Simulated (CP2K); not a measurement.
Crystal: WC.

```
W C
1.0
     3.25567    0.00000    0.00000
     1.62784    2.81950    0.00000
     1.62784    0.93983    2.65825
W C
1 1
Direct
  0.00000 0.00000 0.00000
  0.75000 0.75000 0.75000
```

The cell was built by a generator and needn't be a form met in nature.

Base run:

* Program: CP2K 2026.2
* Functional: PBE
* Potentials or basis: GTH_POTENTIALS W GTH-BLYP-q14, C GTH-BLYP-q4; DZVP-MOLOPT-SR-GTH basis
* Density cutoff: 6123 eV
* k mesh: 10 × 10 × 10
* Occupations: fermi-dirac, width 0.05 eV
* Spin: no spin polarisation

Its results: band gap on the k mesh none (metal or under the smearing width); pressure 13.8 GPa.

Task: After a change of settings the same cell gave: band gap on the k mesh none (metal or under the smearing width); pressure 15.0 GPa. Which change was it?
A. potentials or basis from GTH_POTENTIALS W GTH-BLYP-q14, C GTH-BLYP-q4; DZVP-MOLOPT-SR-GTH basis to GTH_POTENTIALS W GTH-PADE-q14, C GTH-PADE-q4; DZVP-MOLOPT-SR-GTH basis; potentials from W GTH-BLYP-q14 of GTH_POTENTIALS, C GTH-BLYP-q4 of GTH_POTENTIALS to W GTH-PADE-q14 of GTH_POTENTIALS, C GTH-PADE-q4 of GTH_POTENTIALS
B. potentials or basis from GTH_POTENTIALS W GTH-BLYP-q14, C GTH-BLYP-q4; DZVP-MOLOPT-SR-GTH basis to POTENTIAL_UZH W GTH-SCAN-q14, C GTH-SCAN-q4; DZVP-MOLOPT-SR-GTH basis; potentials from W GTH-BLYP-q14 of GTH_POTENTIALS, C GTH-BLYP-q4 of GTH_POTENTIALS to W GTH-SCAN-q14 of POTENTIAL_UZH, C GTH-SCAN-q4 of POTENTIAL_UZH
C. potentials or basis from GTH_POTENTIALS W GTH-BLYP-q14, C GTH-BLYP-q4; DZVP-MOLOPT-SR-GTH basis to GTH_POTENTIALS W GTH-PBE-q14, C GTH-PBE-q4; DZVP-MOLOPT-SR-GTH basis; potentials from W GTH-BLYP-q14 of GTH_POTENTIALS, C GTH-BLYP-q4 of GTH_POTENTIALS to W GTH-PBE-q14 of GTH_POTENTIALS, C GTH-PBE-q4 of GTH_POTENTIALS

Result: C.

Caveats: the basis of atomic orbitals isn't converged, which shifts pressures, moduli and gaps; the potentials were made for another functional, which shifts forces and pressure (some runs).
